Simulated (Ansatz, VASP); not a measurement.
Two plane-wave programs on RbBr

POSCAR

```
RbBr
1.0
    4.0603273326      0.0000000000      0.0000000000
    0.0000000000      4.0603273326      0.0000000000
    0.0000000000      0.0000000000      4.1242532581
Rb Br
1 1
Direct
    0.0000000000      0.0000000000      0.0000000000
    0.5000000000      0.5000000000      0.5000000000
```

Contents of INCAR.step1:

```
PREC     = Accurate       # precision mode
ENCUT    = 520            # plane-wave cutoff, eV
ISMEAR   = 0              # smearing method
SIGMA    = 0.01           # smearing width, eV
LREAL    = F              # projectors in reciprocal space
LASPH    = T              # aspherical terms in the spheres
NELM     = 60             # most SCF steps
NBANDS   = 15             # bands
GGA      = PE             # functional
ALGO     = Normal         # electronic algorithm
EDIFF    = 1E-4           # SCF threshold, eV
LWAVE    = T              # write WAVECAR
LCHARG   = F              # write CHGCAR
```

Contents of INCAR.step2:

```
PREC     = Accurate       # precision mode
ENCUT    = 520            # plane-wave cutoff, eV
EDIFF    = 1E-7           # SCF threshold, eV
ISMEAR   = 0              # smearing method
SIGMA    = 0.01           # smearing width, eV
LREAL    = F              # projectors in reciprocal space
LASPH    = T              # aspherical terms in the spheres
NELM     = 60             # most SCF steps
ALGO     = Normal         # electronic algorithm
ISIF     = 2              # what is computed and relaxed
LWAVE    = F              # write WAVECAR
LCHARG   = F              # write CHGCAR
METAGGA  = R2SCAN         # meta-GGA
LMIXTAU  = T            
NBANDS   = 15             # bands
ISTART   = 1
```

Contents of KPOINTS:

```
Automatic mesh
0
Gamma
  6 6 6
```

Input for Ansatz:

```yaml
crystal:
  lattice:
    - [4.0603273326, 0.0, 0.0]
    - [0.0, 4.0603273326, 0.0]
    - [0.0, 0.0, 4.1242532581]
  atoms:
    - { symbol: Rb, position: [0.0, 0.0, 0.0] }
    - { symbol: Br, position: [0.5, 0.5, 0.5] }
kpoints:
  mp_grid: { grid: [6, 6, 6] }
  band_path:
    path:
      - [0.0, 0.0, 0.0]
      - [0.0, 0.5, 0.0]
      - [0.5, 0.5, 0.0]
      - [0.5, 0.5, 0.5]
      - [0.0, 0.5, 0.5]
    npoints: 1
hamiltonian:
  xc: r2scan
scf:
  occupations: { method: fixed }
  n_extra_bands: 4
output:
  forces: true
  stress: true
  eigenvalues: true
```

Change from the starting cell: biaxial_xy strain -1.6%.

Alike in both runs: task single point; functional r2SCAN; k mesh 6 × 6 × 6; no spin polarisation.

|  | VASP | Ansatz |
| --- | --- | --- |
| version | VASP 6.6.1 | Ansatz 0.2.0 |
| potentials or method | VASP PAW PBE potentials, release 64 (Rb_sv, Br) | plane waves, PAW |
| plane-wave cutoff (eV) | 520 | 500 |
| occupations | gaussian, width 0.01 eV | fixed |
| valence electrons in the cell | 16 | 16 |

Ansatz gave:

- gap on the k mesh at the Fermi level (eV): 4.93
- pressure (GPa): 0.6
- largest component of the traceless stress (GPa): 0.33

**Question.** What did VASP give for the same quantities?

**Answer.** gap on the k mesh at the Fermi level (eV): 4.93; pressure (GPa): 0.7; largest component of the traceless stress (GPa): 0.33.

Caveats: the PAW data sets were made with another functional, which shifts forces and pressure a little (VASP). A k mesh can miss the band edges.
